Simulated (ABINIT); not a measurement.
Here is an ABINIT 10.8.3 (patched build) calculation.

The input run.abi:

```
# Pseudopotentials
pp_dirpath "./"
pseudos "Zr.upf, B.upf"

# Structure
acell 3.17 3.17 3.533 Angstrom
rprim
     1.0000000000     0.0000000000     0.0000000000
    -0.5000000000     0.8660254038     0.0000000000
     0.0000000000     0.0000000000     1.0000000000
ntypat 2
znucl 40 5
natom 3
typat 1 2 2
chkprim 0
chksymtnons 0
tolsym 1.0e-6
xred
            0.0            0.0            0.0
            2/3            1/3            1/2
            1/3            2/3            1/2

# Plane-wave basis
ecut 38.0
ecutsm 0.5

# k points
kptopt 1
ngkpt 8 8 6
nshiftk 1
shiftk 0.0 0.0 0.0

# Exchange and correlation
ixc 11

# Bands and occupations
nband 13
occopt 3
tsmear 0.05 eV

# SCF cycle
nstep 80
tolvrs 1.0e-12

# Output
iomode 3
prteig 0
prtebands 0
prtwf 0
prtden 0

# Relaxation
ionmov 2
optcell 2
ntime 50
tolmxf 2.0e-5
dilatmx 1.08
```

Potentials or basis: PseudoDojo NC SR PBE v0.4.1 standard.

Run with:

```console
$ mpirun --bind-to none -np 4 abinit run.abi > log 2>&1
```

Task: Predict the band gap on the k mesh.

Result: None (metal or under the smearing width).

Task: Estimate the relaxed volume.

Result: 10.28 Å³/atom.

Task: What does it give for the relaxed cell?

Result: a = 3.171 Å, b = 3.171 Å, c = 3.542 Å, α = 90.00°, β = 90.00°, γ = 120.00°.

Task: Predict the space group after relaxing (to 0.05 Å).

Result: P6/mmm (No. 191).

The path:
```csv
step,energy change (eV),largest force (eV/Å),pressure (GPa),volume (Å³)
1,0.0000,0.0000,0.78,30.75
2,-0.0003,0.0000,0.21,30.82
3,-0.0003,0.0000,-0.05,30.85
4,-0.0003,0.0000,-0.05,30.86
5,-0.0004,0.0000,-0.01,30.85
6,-0.0004,0.0000,0.00,30.85
```

PBE usually gives volumes a little too large and moduli too small. Zero-point motion and thermal expansion aren't in these numbers.
